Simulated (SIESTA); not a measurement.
Crystal: Al2Cu (Khatyrkite).

```
Cu Al
1.0
    -3.03350    3.03350    2.43850
     3.03350   -3.03350    2.43850
     3.03350    3.03350   -2.43850
Cu Al
2 4
Direct
  0.25000 0.25000 0.00000
  0.75000 0.75000 0.00000
  0.34190 0.15810 0.50000
  0.84190 0.34190 0.18380
  0.65810 0.84190 0.50000
  0.15810 0.65810 0.81620
```

Program: SIESTA 5.4.2. Alike in all runs: task band structure; level PBEsol; no spin polarisation; cell as given; k mesh 7 × 7 × 7; smearing fermi-dirac 0.05 eV; grid cutoff 800 Ry; energy shift 0.003 Ry. Hardware: 1 thread of AMD EPYC 7R43 64-Core Processor (Zen 3), with other jobs on the host.

**Question.** Order these runs on this cell by their wall time, lowest first.
A. potentials or basis PseudoDojo 0.4 standard (PBEsol files), DZ (energy shift 0.003 Ry; two zetas on semicore shells)
B. potentials or basis PseudoDojo 0.4 standard (PBEsol files), DZP (energy shift 0.003 Ry; two zetas on semicore shells)
C. potentials or basis PseudoDojo 0.4 standard (PBEsol files), SZ (energy shift 0.003 Ry)

**Answer.** C (88 s), A (180 s), B (610 s).

Caveats: the basis has no polarisation orbitals (some runs).
